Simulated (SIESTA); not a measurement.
A run of SIESTA 5.4.2 is set up as follows.

Contents of SnO2.fdf:

```
SystemName                      SnO2
SystemLabel                     SnO2
NumberOfSpecies                 2
NumberOfAtoms                   12
%block ChemicalSpeciesLabel
  1  50 Sn
  2   8 O
%endblock ChemicalSpeciesLabel

LatticeConstant                 1.0 Ang
%block LatticeVectors
    -3.2488970000     3.4144700000     3.2774601600
     3.2488970000    -3.4144700000     3.2774601600
     3.2488970000     3.4144700000    -3.2774601600
%endblock LatticeVectors
AtomicCoordinatesFormat         Ang
%block AtomicCoordinatesAndAtomicSpecies
    -1.6244485000     1.7072350000     1.6387300800  1
     1.6244485000     1.7072350000     1.6387300800  1
     3.2488970000    -1.7072350000     1.6623212382  1
     0.0000000000     5.1217050000     1.6151389218  1
     1.6067615047     1.7072350000     3.6477869384  2
    -1.6067615047     1.7072350000     3.6477869384  2
     0.0000000000     0.3858009653     1.6121171035  2
     0.0000000000     3.0286690347     1.6121171035  2
     3.2488970000     0.3858009653     1.6653430565  2
     4.8556585047     1.7072350000    -0.3703267784  2
     3.2488970000     3.0286690347     1.6653430565  2
     1.6421354953     1.7072350000    -0.3703267784  2
%endblock AtomicCoordinatesAndAtomicSpecies

%block kgrid.MonkhorstPack
    4   0   0  0.0
    0   4   0  0.0
    0   0   4  0.0
%endblock kgrid.MonkhorstPack
XC.Functional                   GGA
XC.Authors                      PBE
PAO.BasisSize                   DZP
PAO.EnergyShift                 0.003 Ry
Mesh.Cutoff                     800 Ry
OccupationFunction              FD
ElectronicTemperature           0.05 eV
MaxSCFIterations                120
SCF.MustConverge                false
SCF.Mixer.Method                Pulay
SCF.Mixer.Weight                0.25
SCF.Mixer.History               8
SCF.DM.Tolerance                5.0e-05
SCF.H.Tolerance                 1.0e-03 eV
WriteForces                     true
Charge.Mulliken                 end
%block PAO.Basis
  Sn 4
  n=5 0 2
    6.432 0.000
  n=5 1 2
    8.686 0.000
  n=4 2 2
    3.759 0.000
  n=5 2 1
    8.686
%endblock PAO.Basis
```

Potentials or basis: PseudoDojo 0.4 standard (PBE files), DZP (energy shift 0.003 Ry; two zetas on semicore shells).

Command:

```console
$ siesta SnO2.fdf > SnO2.out 2>&1
```

Problem. Predict the largest force.

Solution. 0.257 eV/Å.

Problem. Estimate the pressure.

Solution. 13.1 GPa.

Problem. What does it give for the band gap on the k mesh?

Solution. 0.74 eV.

Stress tensor (GPa, compression positive):
```
13.69  0.00  0.00
 0.00  3.57  0.00
 0.00  0.00 22.03
```

Caveat: spin-orbit coupling is left out, which moves the levels of the heavy elements; the basis of atomic orbitals isn't converged, which shifts pressures, moduli and gaps.
